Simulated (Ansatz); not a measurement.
Input and output for Hf (beta tin type): DFT, PBE, all-electron LAPW, scalar-relativistic (Ansatz 0.2.0). This run: beta tin relaxed under pressure.

The cell comes from a relaxation on PAW files under the same functional, begun from a prototype that needn't be the stable phase.

Command: `ansatz run input.yaml --threads 1 --pin off --max-ram 3584MiB --backend cpu --events-out ev --progress --plain --runs-dir out` It took 4.2 min on 1 thread of Intel(R) Xeon(R) 6975P-C (Granite Rapids), on a shared host, peak memory 1.8 GiB.

```yaml
crystal:
  lattice:
    - [-2.4171492065, 2.4171492065, 1.3275603919]
    - [2.4171492065, -2.4171492065, 1.3275603919]
    - [2.4171492065, 2.4171492065, -1.3275603919]
  atoms:
    - { symbol: Hf, position: [-0.375, -0.125, -0.25] }
    - { symbol: Hf, position: [0.375, 0.125, 0.25] }
kpoints:
  mp_grid: { grid: [16, 16, 16] }
scf:
  occupations: { method: fermi_dirac, width: 0.05 }
hamiltonian:
  xc: pbe
  pseudopotentials: { kind: all_electron, lapw: { basis_error: 0.0005 } }
output:
  forces: true
  stress: true
  eigenvalues: true
relax:
  f_tol: 0.005
  max_steps: 12
  cell: { p_target: 74.0, stress_tol: 0.037 }
```

Output:

```
The last accepted step is kept in <dir> (removed where the run ends without a failure and the disk answers)
LAPW: plane waves up to 10.734 Å⁻¹, error target 5.0e-4 eV per atom; small_component_spin mean_spin; Hf in spheres of 1.216 Å, 44 of its electrons in bands, Dirac shells [] (how accurate: hamiltonian.pseudopotentials.lapw.basis_error, Limitations)
Engine: ansatz 0.2.0
Pseudopotentials: kind: all_electron
Pseudopotential: Hf, LAPW, valence charge 44, lapw/all_electron/scalar/gaussian/Hf, Koelling and Harmon's equation, gaussian nucleus
Functional definition: PBE
  parameter kappa = 0.804
  parameter beta = 0.06672455060314922
  exchange = pbe_x(kappa = kappa, mu = beta*pi^2/3)
  correlation = pbe_c(beta = beta)
Crystal: 2 atoms, lattice volume = 31.026 Å³
Basis set: ecut = 439.0129622644162 eV, 641 PW (Γ), FFT grids on a1+a2, a2, a3, exchange–correlation at level 2
Bands: 53, of which v1, the nominal top of the filled ones, is band 44 counted from 1 (43 counted from 0)
Symmetry: 16 space group operations
Space group: I41/amd (ITA 141), of the structure as read, at distance tolerance 3.1e-5 Å
k-points: 349 of 4096
Non-local potential: Hf, projectors of the file, none
Initial density: superposition of atomic densities (chi_scale 0.1, normalization cell)
Initial wavefunctions: plane waves of lowest kinetic energy (no species holds an atomic orbital)
Functional: x = pbe(κ = 0.804, μ = 0.2195149727645171), c = pbe(β = 0.06672455060314922)
iter 1 solved again at ethr=1.37e-4 eV; its pass at ethr=1.00e-1 eV (dr2=1.21e-1 eV) is discarded
SCF iter   1: F=—  HF=-820496.872824 eV  |F-HF|=—  |Δ(HF+E_count)|=         —  Δρ=2.25e-2  dr2=1.21e-1  ethr=1.37e-4  ⟨swp⟩=3.0  Hψ=116563  notcnv=0
preconditioner: auto → Kerker (q_TF=auto, 3.246 Å⁻¹)  [metal: Δε(μ)=0.007 eV  Ē_g=19.979 eV  σ=0.050 eV  W_gap=0.03  n_scr=16 (ndim 8)  ℏωp=46.2 eV  f_vac=0.000  D(μ)=1.67/eV (n_scr^D=16)]
SCF iter   2: F=—  HF=-820496.674932 eV  |F-HF|=—  |Δ(HF+E_count)|=   1.98e-1  Δρ=1.11e-2  dr2=2.79e-2  ethr=1.37e-4  ⟨swp⟩=2.0  Hψ=58304  notcnv=0
SCF iter   3: F=—  HF=-820496.584512 eV  |F-HF|=—  |Δ(HF+E_count)|=   9.04e-2  Δρ=1.05e-2  dr2=2.70e-2  ethr=3.17e-5  ⟨swp⟩=2.0  Hψ=55275  notcnv=0
SCF iter   4: F=—  HF=-820496.578506 eV  |F-HF|=—  |Δ(HF+E_count)|=         —  Δρ=4.77e-3  dr2=6.22e-3  ethr=3.07e-5  ⟨swp⟩=2.0  Hψ=55274  notcnv=0
the basis was enlarged: its passes take 506.3 KiB over the memory plan, 1 of 1 planned eigensolver slots
iter 5 solved again at ethr=2.32e-7 eV; its pass at ethr=7.07e-6 eV (dr2=2.04e-4 eV) is discarded
SCF iter   5: F=—  HF=-820496.578828 eV  |F-HF|=—  |Δ(HF+E_count)|=   3.21e-4  Δρ=7.93e-4  dr2=2.04e-4  ethr=2.32e-7  ⟨swp⟩=2.0  Hψ=93102  notcnv=0
SCF iter   6: F=—  HF=-820496.578815 eV  |F-HF|=—  |Δ(HF+E_count)|=   1.24e-5  Δρ=2.84e-4  dr2=2.10e-5  ethr=2.32e-7  ⟨swp⟩=2.0  Hψ=55275  notcnv=0
SCF iter   7: F=—  HF=-820496.578815 eV  |F-HF|=—  |Δ(HF+E_count)|=   4.58e-7  Δρ=8.94e-5  dr2=2.43e-6  ethr=2.38e-8  ⟨swp⟩=2.0  Hψ=55275  notcnv=0
SCF iter   8: F=—  HF=-820496.578814 eV  |F-HF|=—  |Δ(HF+E_count)|=   3.07e-7  Δρ=1.83e-5  dr2=1.12e-7  ethr=2.76e-9  ⟨swp⟩=2.0  Hψ=55275  notcnv=0
SCF iter   9: F=-820496.578814 eV  HF=-820496.578814 eV  |F-HF|=3.03e-9  |Δ(HF+E_count)|=   2.07e-8  Δρ=6.32e-6  dr2=9.79e-9  ethr=1.28e-10  ⟨swp⟩=2.0  Hψ=55298  notcnv=0
SCF 1 converged in 9 iterations: F = -820496.578814 eV  dr2 = 9.79e-9
relax step   1: F+E_penalty+E_count = -820496.57881440 eV  Δ(F+E_penalty+E_count) = +0.000e0 eV  max|allowed force component| = 1.110e-16 eV/Å  Δτ_max = 0.0000 Å  P = +74.098 GPa  Ω = 31.026 Å³  (9 SCF iters, accepted)
Crystal: 2 atoms, lattice volume = 31.051 Å³
Basis set: ecut = 438.7770565241667 eV, 641 PW (Γ), FFT grids on a1+a2, a2, a3, exchange–correlation at level 2
Initial density: handed on by an earlier stage of this run
Initial wavefunctions: those handed on with the density
iter 1 solved again at ethr=1.98e-10 eV; its pass at ethr=1.00e-1 eV (dr2=1.75e-7 eV) is discarded
SCF iter   1: F=—  HF=-820496.590367 eV  |F-HF|=—  |Δ(HF+E_count)|=         —  Δρ=3.71e-5  dr2=4.73e-7  ethr=1.98e-10  ⟨swp⟩=5.0  Hψ=103238  notcnv=0
preconditioner: auto → Kerker (q_TF=auto, 3.246 Å⁻¹)  [metal: Δε(μ)=0.005 eV  Ē_g=20.769 eV  σ=0.050 eV  W_gap=0.02  n_scr=16 (ndim 8)  ℏωp=46.2 eV  f_vac=0.000  D(μ)=1.77/eV (n_scr^D=16)]
SCF iter   2: F=—  HF=-820496.590367 eV  |F-HF|=—  |Δ(HF+E_count)|=   1.56e-7  Δρ=2.85e-5  dr2=2.94e-7  ethr=1.98e-10  ⟨swp⟩=2.0  Hψ=55277  notcnv=0
SCF iter   3: F=—  HF=-820496.590367 eV  |F-HF|=—  |Δ(HF+E_count)|=   1.23e-7  Δρ=2.19e-5  dr2=1.78e-7  ethr=1.98e-10  ⟨swp⟩=2.0  Hψ=55275  notcnv=0
SCF iter   4: F=-820496.590367 eV  HF=-820496.590367 eV  |F-HF|=1.21e-8  |Δ(HF+E_count)|=   4.74e-8  Δρ=9.47e-6  dr2=3.58e-8  ethr=1.98e-10  ⟨swp⟩=2.0  Hψ=55275  notcnv=0
SCF 2 converged in 4 iterations: F = -820496.590367 eV  dr2 = 3.58e-8
[... lines left out ...]
SCF iter   1: F=—  HF=-820496.583122 eV  |F-HF|=—  |Δ(HF+E_count)|=         —  Δρ=7.89e-6  dr2=1.83e-8  ethr=2.19e-11 (applied; sched 2.00e-11)  ⟨swp⟩=5.1  Hψ=97139  notcnv=0
preconditioner: auto → Kerker (q_TF=auto, 3.246 Å⁻¹)  [metal: Δε(μ)=0.005 eV  Ē_g=20.772 eV  σ=0.050 eV  W_gap=0.02  n_scr=16 (ndim 8)  ℏωp=46.2 eV  f_vac=0.000  D(μ)=1.77/eV (n_scr^D=16)]
SCF iter   2: F=-820496.583122 eV  HF=-820496.583122 eV  |F-HF|=4.19e-9  |Δ(HF+E_count)|=   5.93e-8  Δρ=5.49e-6  dr2=9.50e-9  ethr=2.00e-11  ⟨swp⟩=2.0  Hψ=55277  notcnv=0
SCF 4 converged in 2 iterations: F = -820496.583122 eV  dr2 = 9.50e-9
relax step   4: F+E_penalty+E_count = -820496.58312224 eV  Δ(F+E_penalty+E_count) = +2.515e-8 eV  max|allowed force component| = 1.249e-16 eV/Å  Δτ_max = 0.0000 Å  P = +74.000 GPa  Ω = 31.035 Å³  stress off target by 1.63e-3 GPa  SCF on the basis re-selected at this cell (its energy is not comparable with the rows above)  (2 SCF iters)
basis re-selected at this cell: Δ(F+E_penalty+E_count) = +2.515e-8 eV, ΔP = +0.000 GPa vs the last step (what re-selecting the basis moved, after the strain that the cell walked since its last selection, with what the two solves' SCF thresholds leave and, on support functions, any second-order correction that the steps lacked; it is no measure of the basis error at this ecutwfc). This SCF's stress stands 1.63e-3 GPa from its target on what of the cell is left free (relax.cell.stress_tol is 3.70e-2 GPa) and its largest allowed force component is 1.25e-16 eV/Å (relax.f_tol is 5.00e-3 eV/Å): within both
SCF converged after 2 iterations
Free energy (F): -820496.583122 eV
Harris-Foulkes:  -820496.583122 eV  (|F-HF|=4.19e-9)
Internal energy: -820496.568610 eV  (E = F + TS)
E sigma→0 (E₀):  -820496.575866 eV
Entropy (-TS):   -0.014512 eV (-7.256 meV/atom)
Fermi energy:    29.219963 eV
--- Per-component energies (eV) ---
  E_band       = -8846.267520
  E_kinetic    = 912996.266893
  E_xc         = -16841.477759
  E_electrostatic = -1716651.357745  (all electrons and nuclei)
  E_smearing   = -0.014512  (= −TS)
  E_closure    = 0.000000  (closes the sum)
  E_atoms      = -820485.842060  (free atoms, spherical and without spin; not in F)
  Σ components = -820496.583122   (vs F -820496.583122, Δ=0.00e0)
  Basis errors (estimates in eV, not in F): energy 1.7e-4 per atom: plane waves 1.5e-4 (8.5e-5 summed), levels above the bands 6.1e-114, relativity 5.9e-8, radial functions 2.0e-5, core shells 1.1e-10; eigenvalues (radial functions only) 3.1e-7; not estimated: angular momenta, meshes, grids; target (lapw.basis_error) 5.0e-4; muffin-tin radii Hf 1.216 Å
--- Forces (eV/Å), atoms counted from 1 ---
  atom   1  Hf     0.00000000     0.00000000     0.00000000
  atom   2  Hf    -0.00000000    -0.00000000    -0.00000000
  max |Σ_I F_I| component: 2.78e-17 eV/Å
--- Stress (GPa, compression-positive) ---
       74.000097       0.000000       0.000000
        0.000000      74.000097      -0.000000
        0.000000      -0.000000      73.998370
  P = ⅓ Tr σ = 73.9995 GPa (739.995 kbar)
--- Band table (eV; the first three rows and the last of 349) ---
  k-point 0: bands = ["-476.4713", "-476.4713", "-343.1984", "-343.1984", "-343.1984", "-343.1984", "-343.1493", "-343.1493", "-171.0620", "-171.0619", "-171.0501", "-171.0497", "-171.0215", "-171.0215", "-171.0215", "-171.0215", "-171.0000", "-170.9999", "-32.0379", "-31.3363", "-1.9317", "-1.9317", "0.5616", "0.5972", "0.6529", "0.6529", "18.3754", "18.3754", "18.4019", "18.4019", "18.4145", "18.4145", "18.4244", "18.4244", "18.4355", "18.4631", "18.4817", "18.4910", "18.5540", "18.5915", "21.6313", "23.9575", "27.3059", "27.7682", "29.1599", "33.9991", "33.9991", "34.3538", "34.3538", "39.0073", "39.0073", "39.7766", "41.7786"]
  k-point 1: bands = ["-476.4713", "-476.4713", "-343.1984", "-343.1984", "-343.1984", "-343.1984", "-343.1493", "-343.1493", "-171.0620", "-171.0619", "-171.0501", "-171.0497", "-171.0215", "-171.0215", "-171.0215", "-171.0215", "-171.0000", "-170.9999", "-32.0313", "-31.3431", "-1.9151", "-1.9126", "0.4900", "0.5994", "0.6166", "0.6962", "18.3691", "18.3742", "18.3941", "18.4002", "18.4077", "18.4114", "18.4205", "18.4215", "18.4493", "18.4726", "18.4840", "18.4921", "18.5575", "18.5929", "21.7285", "24.0405", "27.3650", "27.7230", "29.1035", "34.0507", "34.0995", "34.4273", "34.4526", "38.4641", "38.7742", "39.5619", "42.3453"]
  k-point 2: bands = ["-476.4713", "-476.4713", "-343.1984", "-343.1984", "-343.1984", "-343.1984", "-343.1493", "-343.1493", "-171.0620", "-171.0619", "-171.0501", "-171.0497", "-171.0215", "-171.0215", "-171.0215", "-171.0215", "-171.0000", "-170.9999", "-32.0116", "-31.3633", "-1.8652", "-1.8560", "0.3594", "0.5112", "0.6059", "0.7433", "18.3538", "18.3707", "18.3760", "18.3953", "18.4020", "18.4036", "18.4136", "18.4142", "18.4725", "18.4895", "18.4917", "18.4950", "18.5666", "18.5968", "22.0137", "24.2834", "27.5421", "27.6018", "28.9552", "34.2019", "34.3821", "34.6415", "34.7155", "37.4037", "38.1252", "38.9603", "43.4674"]
  k-point 348: bands = ["-476.4713", "-476.4713", "-343.1984", "-343.1984", "-343.1984", "-343.1984", "-343.1493", "-343.1493", "-171.0620", "-171.0620", "-171.0499", "-171.0499", "-171.0215", "-171.0215", "-171.0215", "-171.0215", "-171.0000", "-171.0000", "-31.6804", "-31.6804", "-2.4936", "-2.4936", "0.5530", "0.5530", "1.0040", "1.0040", "18.2238", "18.2238", "18.3901", "18.3901", "18.4211", "18.4211", "18.4551", "18.4551", "18.4673", "18.4673", "18.5591", "18.5591", "18.5593", "18.5593", "25.6226", "25.6226", "29.3363", "29.3363", "30.9476", "30.9476", "33.5995", "33.5995", "35.6293", "35.6293", "35.8663", "35.8663", "44.5051"]
--- Relaxed structure (3 steps of the walk, 2 accepted, 1 SCFs on fresh bases) ---
  F+E_penalty+E_count = -820496.58312224 eV   max|allowed force component| = 1.249e-16 eV/Å   (the final SCF, on the basis selected at the relaxed cell)
  cell:  # Å, volume = 31.0350 Å³
    - [-2.417339617744718, 2.417339617744718, 1.327750019963036]
    - [2.417339617744718, -2.417339617744718, 1.327750019963036]
    - [2.417339617744718, 2.417339617744718, -1.327750019963036]
  atoms:
    - { symbol: Hf, position: [-0.3750000000000001, -0.125, -0.25000000000000006] }
    - { symbol: Hf, position: [0.3750000000000001, 0.125, 0.25000000000000006] }
```

Next run (simple hexagonal relaxed under pressure), as changes to the input before:

```diff
   lattice:
-    - [-2.4171492065, 2.4171492065, 1.3275603919]
-    - [2.4171492065, -2.4171492065, 1.3275603919]
-    - [2.4171492065, 2.4171492065, -1.3275603919]
+    - [2.6472499179, 0.0, 0.0]
+    - [-1.3236249589, 2.2925856791, 0.0]
+    - [0.0, 0.0, 2.5757573188]
   atoms:
-    - { symbol: Hf, position: [-0.375, -0.125, -0.25] }
-    - { symbol: Hf, position: [0.375, 0.125, 0.25] }
+    - { symbol: Hf, position: [0.0, 0.0, 0.0] }
 kpoints:
-  mp_grid: { grid: [16, 16, 16] }
+  mp_grid: { grid: [16, 16, 15] }
 scf:
```

Command: `ansatz run input.yaml --threads 1 --pin off --max-ram 3584MiB --backend cpu --events-out ev --progress --plain --runs-dir out` It took 47 s on 1 thread of Intel(R) Xeon(R) 6975P-C (Granite Rapids), with other jobs on the host, peak memory 0.61 GiB.

Results part of the output:

```
basis re-selected at this cell: Δ(F+E_penalty+E_count) = -1.129e-8 eV, ΔP = -0.002 GPa vs the last step (what re-selecting the basis moved, after the strain that the cell walked since its last selection, with what the two solves' SCF thresholds leave and, on support functions, any second-order correction that the steps lacked; it is no measure of the basis error at this ecutwfc). This SCF's stress stands 3.68e-3 GPa from its target on what of the cell is left free (relax.cell.stress_tol is 3.70e-2 GPa) and its largest allowed force component is 0.00e0 eV/Å (relax.f_tol is 5.00e-3 eV/Å): within both
SCF converged after 2 iterations
Free energy (F): -410248.479565 eV
Harris-Foulkes:  -410248.479565 eV  (|F-HF|=1.89e-8)
Internal energy: -410248.475218 eV  (E = F + TS)
E sigma→0 (E₀):  -410248.477391 eV
Entropy (-TS):   -0.004347 eV (-4.347 meV/atom)
Fermi energy:    29.159172 eV
--- Per-component energies (eV) ---
  E_band       = -4431.186688
  E_kinetic    = 456498.709604
  E_xc         = -8420.619117
  E_electrostatic = -858326.565705  (all electrons and nuclei)
  E_smearing   = -0.004347  (= −TS)
  E_closure    = 0.000000  (closes the sum)
  E_atoms      = -410242.921030  (free atoms, spherical and without spin; not in F)
  Σ components = -410248.479565   (vs F -410248.479565, Δ=0.00e0)
  Basis errors (estimates in eV, not in F): energy 1.6e-4 per atom: plane waves 1.4e-4 (7.5e-5 summed), levels above the bands 1.5e-107, relativity 5.2e-8, radial functions 2.1e-5, core shells 1.5e-11; eigenvalues (radial functions only) 9.4e-7; not estimated: angular momenta, meshes, grids; target (lapw.basis_error) 5.0e-4; muffin-tin radii Hf 1.249 Å
--- Forces (eV/Å), atoms counted from 1 ---
  atom   1  Hf     0.00000000     0.00000000     0.00000000
  max |Σ_I F_I| component: 1.05e-30 eV/Å
--- Stress (GPa, compression-positive) ---
       73.996522       0.000000       0.000000
       -0.000000      73.996522       0.000000
        0.000000       0.000000      74.003683
  P = ⅓ Tr σ = 73.9989 GPa (739.989 kbar)
--- Band table (eV; the first three rows and the last of 240) ---
  k-point 0: bands = ["-476.6483", "-343.3637", "-343.3575", "-343.3575", "-171.2176", "-171.2176", "-171.2041", "-171.2041", "-171.2039", "-32.1804", "0.2326", "0.5291", "0.5291", "18.0583", "18.2617", "18.2617", "18.2757", "18.2757", "18.3043", "18.4592", "21.4074", "26.2634", "30.8788", "30.8788", "39.2282", "39.2282", "42.6276"]
  k-point 1: bands = ["-476.6483", "-343.3637", "-343.3575", "-343.3575", "-171.2176", "-171.2176", "-171.2041", "-171.2041", "-171.2039", "-32.1696", "0.0986", "0.5395", "0.5395", "18.0592", "18.2672", "18.2672", "18.2730", "18.2730", "18.2890", "18.4593", "21.5916", "26.4699", "30.9243", "30.9243", "38.8923", "38.8923", "42.7120"]
  k-point 2: bands = ["-476.6483", "-343.3637", "-343.3575", "-343.3575", "-171.2176", "-171.2176", "-171.2041", "-171.2041", "-171.2038", "-32.1391", "-0.2679", "0.5687", "0.5687", "18.0616", "18.2501", "18.2655", "18.2655", "18.2831", "18.2831", "18.4595", "22.0883", "27.0715", "31.0555", "31.0555", "38.0489", "38.0489", "42.9629"]
  k-point 239: bands = ["-476.6483", "-343.3637", "-343.3575", "-343.3575", "-171.2177", "-171.2177", "-171.2040", "-171.2040", "-171.2036", "-31.5222", "-1.6744", "-1.4151", "-1.0770", "18.1703", "18.2018", "18.2203", "18.2523", "18.3059", "18.3170", "18.3750", "25.7454", "26.7341", "31.2341", "32.3914", "40.0292", "42.2278", "47.9212"]
--- Relaxed structure (3 steps of the walk, 2 accepted, 1 SCFs on fresh bases) ---
  F+E_penalty+E_count = -410248.47956474 eV   max|allowed force component| = 0.000e0 eV/Å   (the final SCF, on the basis selected at the relaxed cell)
  cell:  # Å, volume = 15.6375 Å³
    - [2.6475248285965107, -2.8870526430363192e-11, 0.0]
    - [-1.3237624142732527, 2.292823758729055, 0.0]
    - [0.0, 0.0, 2.576058819647551]
  atoms:
    - { symbol: Hf, position: [0.0, 0.0, 0.0] }
```

Next run (sc relaxed under pressure), as changes to the input before:

```diff
   lattice:
-    - [2.6472499179, 0.0, 0.0]
-    - [-1.3236249589, 2.2925856791, 0.0]
-    - [0.0, 0.0, 2.5757573188]
+    - [2.5171288213, 0.0, 0.0]
+    - [0.0, 2.5171288213, 0.0]
+    - [0.0, 0.0, 2.5171288213]
   atoms:
 kpoints:
-  mp_grid: { grid: [16, 16, 15] }
+  mp_grid: { grid: [15, 15, 15] }
 scf:
```

Results part of the output:

```
basis re-selected at this cell: Δ(F+E_penalty+E_count) = -5.355e-9 eV, ΔP = -0.001 GPa vs the last step (what re-selecting the basis moved, after the strain that the cell walked since its last selection, with what the two solves' SCF thresholds leave and, on support functions, any second-order correction that the steps lacked; it is no measure of the basis error at this ecutwfc). This SCF's stress stands 1.11e-3 GPa from its target on what of the cell is left free (relax.cell.stress_tol is 3.70e-2 GPa) and its largest allowed force component is 0.00e0 eV/Å (relax.f_tol is 5.00e-3 eV/Å): within both
SCF converged after 2 iterations
Free energy (F): -410247.774481 eV
Harris-Foulkes:  -410247.774481 eV  (|F-HF|=1.14e-8)
Internal energy: -410247.768753 eV  (E = F + TS)
E sigma→0 (E₀):  -410247.771617 eV
Entropy (-TS):   -0.005727 eV (-5.727 meV/atom)
Fermi energy:    28.533514 eV
--- Per-component energies (eV) ---
  E_band       = -4460.559954
  E_kinetic    = 456498.145572
  E_xc         = -8420.756648
  E_electrostatic = -858325.157677  (all electrons and nuclei)
  E_smearing   = -0.005727  (= −TS)
  E_closure    = 0.000000  (closes the sum)
  E_atoms      = -410242.921030  (free atoms, spherical and without spin; not in F)
  Σ components = -410247.774481   (vs F -410247.774481, Δ=0.00e0)
  Basis errors (estimates in eV, not in F): energy 1.6e-4 per atom: plane waves 1.5e-4 (8.4e-5 summed), levels above the bands 7.8e-129, relativity 5.9e-8, radial functions 1.3e-5, core shells 2.5e-11; eigenvalues (radial functions only) 4.1e-7; not estimated: angular momenta, meshes, grids; target (lapw.basis_error) 5.0e-4; muffin-tin radii Hf 1.221 Å
--- Forces (eV/Å), atoms counted from 1 ---
  atom   1  Hf     0.00000000     0.00000000     0.00000000
  max |Σ_I F_I| component: 3.94e-31 eV/Å
--- Stress (GPa, compression-positive) ---
       73.998887       0.000000       0.000000
        0.000000      73.998887       0.000000
        0.000000       0.000000      73.998887
  P = ⅓ Tr σ = 73.9989 GPa (739.989 kbar)
--- Band table (eV; the first three rows and the last of 120) ---
  k-point 0: bands = ["-477.3307", "-344.0406", "-344.0406", "-344.0406", "-171.8955", "-171.8955", "-171.8955", "-171.8763", "-171.8763", "-32.9216", "-0.2270", "-0.2270", "-0.2270", "17.5232", "17.5232", "17.5232", "17.6619", "17.6619", "17.6619", "17.6772", "20.9333", "25.6145", "25.6145", "38.5464", "38.5464", "38.5464", "45.9470"]
  k-point 1: bands = ["-477.3307", "-344.0406", "-344.0406", "-344.0406", "-171.8955", "-171.8955", "-171.8955", "-171.8763", "-171.8763", "-32.9080", "-0.3867", "-0.2136", "-0.2136", "17.5181", "17.5272", "17.5272", "17.6426", "17.6647", "17.6647", "17.6754", "21.1292", "25.6705", "25.8647", "38.0577", "38.0577", "38.5765", "45.0875"]
  k-point 2: bands = ["-477.3307", "-344.0406", "-344.0406", "-344.0406", "-171.8955", "-171.8955", "-171.8955", "-171.8763", "-171.8762", "-32.8696", "-0.8216", "-0.1757", "-0.1757", "17.5040", "17.5381", "17.5381", "17.5944", "17.6703", "17.6736", "17.6736", "21.6507", "25.8319", "26.5937", "36.9317", "36.9317", "38.6625", "43.4269"]
  k-point 119: bands = ["-477.3307", "-344.0406", "-344.0406", "-344.0406", "-171.8956", "-171.8956", "-171.8956", "-171.8759", "-171.8759", "-31.9986", "-2.3545", "-2.3490", "-2.3490", "17.4584", "17.5585", "17.5593", "17.5593", "17.6977", "17.6977", "17.7008", "25.3973", "25.5097", "25.5097", "35.6543", "42.2150", "42.2150", "45.2471"]
--- Relaxed structure (3 steps of the walk, 2 accepted, 1 SCFs on fresh bases) ---
  F+E_penalty+E_count = -410247.77448050 eV   max|allowed force component| = 0.000e0 eV/Å   (the final SCF, on the basis selected at the relaxed cell)
  cell:  # Å, volume = 15.9536 Å³
    - [2.5174017301478164, 0.0, 0.0]
    - [0.0, 2.5174017301478164, -1.0271626370065257e-33]
    - [0.0, -1.0271626370065257e-33, 2.5174017301478164]
  atoms:
    - { symbol: Hf, position: [0.0, 0.0, 0.0] }
```

Spin–orbit coupling is left out, which matters for the heavy atoms.
